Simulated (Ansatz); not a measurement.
Write an Ansatz input for a single-point calculation of Er with PBE (scalar-relativistic), a cutoff of 420 eV (density cutoff 4 times that), a Γ-centred 14×14×14 mesh and Gaussian smearing of 0.05 eV, without spin polarisation. Forces, stress and eigenvalues are wanted. The structure:
```
CELL_PARAMETERS angstrom
0.0000000000 2.5609923835 2.5609923835
2.5609923835 0.0000000000 2.5609923835
2.5609923835 2.5609923835 0.0000000000
ATOMIC_POSITIONS crystal
Er 0.0000000000 0.0000000000 0.0000000000
```

```yaml
crystal:
  lattice:
    - [0.0, 2.5609923835, 2.5609923835]
    - [2.5609923835, 0.0, 2.5609923835]
    - [2.5609923835, 2.5609923835, 0.0]
  atoms:
    - { symbol: Er, position: [0.0, 0.0, 0.0] }
basis:
  ecutwfc: 420
  ecutrho_ratio: 4
kpoints:
  mp_grid: { grid: [14, 14, 14] }
hamiltonian:
  xc: pbe
scf:
  occupations: { method: gaussian, width: 0.05 }
output:
  forces: true
  stress: true
  eigenvalues: true
```

Run as written, it has 22 valence electrons, 645 plane waves at Γ, 48 symmetry operations and 104 irreducible k-points; it took 9 SCF iterations in all. 

At room temperature and ambient pressure Er is hcp.

This is a comparison run: without spin polarisation an open f shell isn't in its ground state, so the input isn't a model for production.
